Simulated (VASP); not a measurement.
# Ta (Im-3m) in VASP: a series of runs

Runs on Ta. Level: PBE. Tasks: relaxation of cell and atoms, vibrations by finite differences.

Program: VASP 6.6.1. These are calculated values, not measurements. Logs are shortened: lines on timing, memory, paths and dates and some standing lists are left out, and cuts for length are marked.

## 1. The crystal as given

Symmetry: Im-3m, No. 229, cubic system. Conventional cell: a = 3.303 Å, b = 3.303 Å, c = 3.303 Å, α = 90.00°, β = 90.00°, γ = 90.00°. Ta (site symmetry m-3m) has 8 Ta at 2.86 Å as nearest neighbours.

## 2. Relaxation of cell and atoms, PBE

The input, INCAR:

```
PREC = Accurate ; ENCUT = 520
EDIFF = 1E-7 ; ISMEAR = 0
SIGMA = 0.1 ; LREAL = False
LASPH = True ; NELM = 100
ALGO = Normal ; ISIF = 3
LWAVE = False ; LCHARG = False
GGA = PE ; IBRION = 2
NSW = 80 ; EDIFFG = -0.002
```

The input, KPOINTS:

```
regular mesh
0
Gamma
  10 10 10
```

The input, POSCAR:

```
Ta
1.0
   -1.6512800000      1.6512800000      1.6512800000
    1.6512800000     -1.6512800000      1.6512800000
    1.6512800000      1.6512800000     -1.6512800000
Ta
1
Direct
    0.0000000000      0.0000000000      0.0000000000
```

Potentials or basis: VASP PAW PBE potentials, release 64 (Ta_pv).

Started as:

```bash
> cat potpaw_PBE.64/Ta_pv/POTCAR > POTCAR
> mpirun -np 1 vasp_std > vasp.out
```

OUTCAR:

```text
PREC = Accurate
   ENCUT = 520
   EDIFF = 1E-7
   ISMEAR = 0
   LREAL = False
   LASPH = True
   NELM = 100
   ISIF = 3
   GGA = PE
   IBRION = 2
   NSW = 80
   EDIFFG = -0.002

 ion  position               nearest neighbor table
   1  0.000  0.000  0.000-

  LATTYP: Found a body centered cubic cell.
 ALAT       =     3.3025600000

  Lattice vectors:

 A1 = (  -1.6512800000,   1.6512800000,   1.6512800000)
 A2 = (   1.6512800000,  -1.6512800000,   1.6512800000)
 A3 = (   1.6512800000,   1.6512800000,  -1.6512800000)

Analysis of symmetry for initial positions (statically):
=====================================================================
 Subroutine PRICEL returns:
 Original cell was already a primitive cell.

 Routine SETGRP: Setting up the symmetry group for a
 body centered cubic supercell.

 Subroutine GETGRP returns: Found 48 space group operations
 (whereof 48 operations were pure point group operations)
 out of a pool of 48 trial point group operations.

The static configuration has the point symmetry O_h .

Analysis of symmetry for dynamics (positions and initial velocities):
=====================================================================
 Subroutine PRICEL returns:
 Original cell was already a primitive cell.

 Routine SETGRP: Setting up the symmetry group for a
 body centered cubic supercell.

 Subroutine GETGRP returns: Found 48 space group operations
 (whereof 48 operations were pure point group operations)
 out of a pool of 48 trial point group operations.

The dynamic configuration has the point symmetry O_h .

 Subroutine INISYM returns: Found 48 space group operations
 (whereof 48 operations are pure point group operations),
 and found     1 'primitive' translations

----------------------------------------------------------------------------------------

                                     Primitive cell

  volume of cell :      18.0104

  direct lattice vectors                    reciprocal lattice vectors
    -1.651280000  1.651280000  1.651280000     0.000000000  0.302795407  0.302795407
     1.651280000 -1.651280000  1.651280000     0.302795407  0.000000000  0.302795407
     1.651280000  1.651280000 -1.651280000     0.302795407  0.302795407  0.000000000

  length of vectors
     2.860100858  2.860100858  2.860100858     0.428217371  0.428217371  0.428217371

  position of ions in fractional coordinates (direct lattice)
     0.000000000  0.000000000  0.000000000

  ion indices of the primitive-cell ions
   primitive index   ion index
                 1           1

----------------------------------------------------------------------------------------

 KPOINTS: regular mesh

Automatic generation of k-mesh.
 Grid dimensions read from file:
 generate k-points for:   10   10   10

 Generating k-lattice:

  Cartesian coordinates                     Fractional coordinates (reciprocal lattice)
     0.000000000  0.030279541  0.030279541     0.100000000  0.000000000  0.000000000
     0.030279541  0.000000000  0.030279541     0.000000000  0.100000000  0.000000000
     0.030279541  0.030279541  0.000000000     0.000000000  0.000000000  0.100000000

  Length of vectors
     0.042821737  0.042821737  0.042821737

  Shift w.r.t. Gamma in fractional coordinates (k-lattice)
     0.000000000  0.000000000  0.000000000

 Subroutine IBZKPT returns following result:
 ===========================================

 Found     47 irreducible k-points:

 Following reciprocal coordinates:
            Coordinates               Weight
  0.000000  0.000000  0.000000      1.000000
  0.100000  0.000000  0.000000     12.000000
  0.200000  0.000000  0.000000     12.000000
  0.300000  0.000000  0.000000     12.000000
  0.400000  0.000000  0.000000     12.000000
  0.500000  0.000000  0.000000      6.000000
[... 16 lines left out ...]
  0.300000  0.300000  0.100000      8.000000
 -0.300000  0.300000  0.100000     24.000000
 [... further k-points ...]
   k-points           NKPTS =     47   k-points in BZ     NKDIM =     47   number of bands    NBANDS=      9
   number of dos      NEDOS =    301   number of ions     NIONS =      1
   total plane-waves  NPLWV =  13824
   dimension x,y,z NGX =    24 NGY =   24 NGZ =   24
   dimension x,y,z NGXF=    48 NGYF=   48 NGZF=   48
   ions per type =               1
   NGX,Y,Z   is equivalent  to a cutoff of  13.95, 13.95, 13.95 a.u.
   NGXF,Y,Z  is equivalent  to a cutoff of  27.90, 27.90, 27.90 a.u.
 SYSTEM =  unknown system
   PREC   = accura    normal or accurate (medium, high low for compatibility)
   ISTART =      0    job   : 0-new  1-cont  2-samecut
   ICHARG =      2    charge: 1-file 2-atom 10-const
   ISPIN  =      1    spin polarized calculation?
   LNONCOLLINEAR =      F non collinear calculations
   LSORBIT =      F    spin-orbit coupling
   LASPH  =      T    aspherical Exc in radial PAW
   ENCUT  =  520.0 eV  38.22 Ry    6.18 a.u.   5.32  5.32  5.32*2*pi/ulx,y,z
   NELM   =    100;   NELMIN=  2; NELMDL= -5     # of ELM steps
   EDIFF  = 0.1E-06   stopping-criterion for ELM
   LREAL  =      F    real-space projection
   EDIFFG = -.2E-02   stopping-criterion for IOM
   NSW    =     80    number of steps for IOM
   IBRION =      2    ionic relax: 0-MD 1-quasi-New 2-CG
   NFREE  =      1    steps in history (QN), initial steepest desc. (CG)
   ISIF   =      3    stress and relaxation
   ISYM   =      2    0-nonsym 1-usesym 2-fastsym
   POTIM  = 0.5000    time-step for ionic-motion
   TEBEG  =    0.0;   TEEND  =   0.0 temperature during run
   PSTRESS=    0.0 pullay stress
   NELECT =      11.0000    total number of electrons
   NUPDOWN=      -1.0000    fix difference up-down
   EMIN   =  10.00;   EMAX   =-10.00  energy-range for DOS
   EFERMI =   0.00;   METHOD = LEGACY
   ISMEAR =     0;   SIGMA  =   0.10  broadening in eV -4-tet -1-fermi 0-gaus
   EFERMI_NEDOS =   21; number of points for ismear=-14 and -15
   IALGO  =     38    algorithm
   IMIX   =      4    mixing-type and parameters
     AMIX     =   0.40;   BMIX     =  1.00
     AMIX_MAG =   1.60;   BMIX_MAG =  1.00
  volume/ion in A,a.u.               =      18.01       121.54
  Fermi-wavevector in a.u.,A,eV,Ry     =   1.388988  2.624806 26.249534  1.929286
  Thomas-Fermi vector in A             =   2.513061
   LORBIT       =      0    0 simple, 1 ext, 2 COOP (PROOUT), +10 PAW based schemes
   GGA     = PE    functional components
   LHFCALC =     F    Hartree Fock is set to
   AEXX    =    0.0000 exact exchange contribution
   IVDW    =     0    specifies the selected vdW correction
   LEPSILON=     F    determine dielectric tensor
   LRPA    =     F    only Hartree local field effects (RPA)
 conjugate gradient relaxation of ions
 non-spin polarized calculation
 Gauss-broadening in eV      SIGMA  =   0.10
  energy-cutoff  :      520.00
  volume of cell :       18.01
 maximum number of plane-waves:       498
 NGX is ok and might be reduce to    24
   NGX = 11   NGY = 11   NGZ = 11

--------------------------------------- Ionic step        1  -------------------------------------------

 number of electron      11.0000002 magnetization

 Free energy of the ion-electron system (eV)
  ---------------------------------------------------
  ext. energy  EPLUGINS =         0.00000000
  ---------------------------------------------------
  free energy    TOTEN  =       -11.81045764 eV

  energy without entropy =      -11.80573921  energy(sigma->0) =      -11.80809843

------------------------ aborting loop because EDIFF is reached ----------------------------------------

  FORCE on cell =-STRESS in cart. coord.  units (eV):
  Direction    XX          YY          ZZ          XY          YZ          ZX
  --------------------------------------------------------------------------------------
  -------------------------------------------------------------------------------------
  Total        0.5349927      0.5349927      0.5349927      0.0000000      0.0000000      0.0000000
  in kB       47.5922584     47.5922584     47.5922584      0.0000000      0.0000000      0.0000000
  external PRESSURE =      47.5922584 kB  Pullay stress =       0.0000000 kB
[... 90 lines left out ...]
  energy  without entropy=      -11.8125308209  energy(sigma->0) =      -11.81446305

--------------------------------------- Ionic step        4  -------------------------------------------

 number of electron      11.0000000 magnetization

 Free energy of the ion-electron system (eV)
  ---------------------------------------------------
  ext. energy  EPLUGINS =         0.00000000
  ---------------------------------------------------
  free energy    TOTEN  =       -11.81639719 eV

  energy without entropy =      -11.81251740  energy(sigma->0) =      -11.81445729

 E-fermi :   5.3181     XC(G=0): -12.5103

 val. band max:        5.3159211018   @ k =   0.4000   0.2000   0.0000
 cond. band min:       5.4034550520   @ k =   0.1000   0.1000   0.0000
 fundamental gap:      0.0875339502
 Fermi energy:         5.3180623443

 k-point     1 :       0.0000    0.0000    0.0000
  band No.  band energies     occupation
      1     -27.8876      2.00000
      2     -27.8876      2.00000
      3     -27.8876      2.00000
      4      -2.5221      2.00000
      5       6.0232      0.00000
      6       6.0232      0.00000
      7       6.0232      0.00000
      8       9.2203      0.00000
      9       9.2203      0.00000
[... 265 lines left out ...]
 k-point    24 :      -0.3000    0.3000    0.1000
  band No.  band energies     occupation
      1     -28.6040      2.00000
      2     -28.1601      2.00000
      3     -27.9740      2.00000
      4       0.7192      2.00000
      5       4.8581      2.00000
      6       4.9404      2.00000
      7       7.8161      0.00000
      8       9.4060      0.00000
      9      10.1374      0.00000

 [... further k-points ...]

------------------------ aborting loop because EDIFF is reached ----------------------------------------

  FORCE on cell =-STRESS in cart. coord.  units (eV):
  Direction    XX          YY          ZZ          XY          YZ          ZX
  --------------------------------------------------------------------------------------
  -------------------------------------------------------------------------------------
  Total        0.0019933      0.0019933      0.0019933     -0.0000000     -0.0000000      0.0000000
  in kB        0.1734057      0.1734057      0.1734057     -0.0000000     -0.0000000      0.0000000
  external PRESSURE =       0.1734057 kB  Pullay stress =       0.0000000 kB
[... 16 lines left out ...]
  FREE ENERGIE OF THE ION-ELECTRON SYSTEM (eV)
  ---------------------------------------------------
  free  energy   TOTEN  =       -11.8163971853 eV

  energy  without entropy=      -11.8125174016  energy(sigma->0) =      -11.81445729

 reached required accuracy - stopping structural energy minimisation
```

Run time: 8.5 s. Hardware: 1 thread of Intel Xeon 6975P-C (Granite Rapids), shared host; peak memory 0.15 GiB.

Results:

```yaml
Free_energy: -11.8164 eV
Relaxed_volume: 18.42 Å³/atom
Relaxed_cell: a = 2.881 Å, b = 2.881 Å, c = 2.881 Å, α = 109.47°, β = 109.47°, γ = 109.47°
Space_group_after_relaxing_to_0.05_Å: Im-3m (No. 229)
Energy_gained_by_relaxing: 5.9 meV/atom
Ionic_steps: 4
Pressure_after_relaxing: 0.0 GPa
Band_gap_on_the_k_mesh: none (metal or under the smearing width)
```

Step by step:
```csv
step,energy change (eV),largest force (eV/Å),pressure (GPa),volume (Å³)
1,0.0000,0.0000,4.76,18.01
2,0.0273,0.0000,-9.96,19.44
3,-0.0059,0.0000,-0.07,18.43
4,-0.0059,0.0000,0.02,18.42
```

Final structure:
```yaml
crystal:
  lattice:
    - [-1.66361, 1.66361, 1.66361]
    - [1.66361, -1.66361, 1.66361]
    - [1.66361, 1.66361, -1.66361]
  atoms:
    - { symbol: Ta, position: [0.00000, 0.00000, 0.00000] }
```

Levels at points of the mesh, in eV from the Fermi level:
```
           k point  band 2  band 3  band 4  band 5  band 6  band 7  band 8  band 9
(0.00, 0.00, 0.00)  -33.21  -33.21   -7.84    0.71    0.71    0.71    3.90    3.90
(0.50, 0.00, 0.00)  -33.56  -33.21   -4.29   -1.50    1.48    3.77    4.77    7.54
(0.50, 0.50, 0.50)  -33.97  -33.97   -3.69   -3.69    6.62    6.62    6.62    8.44
```

Spin-orbit coupling is left out, which matters for the levels of Ta. PBE usually gives volumes a little too large and moduli too small.

(Continued in part 2 of 2.)
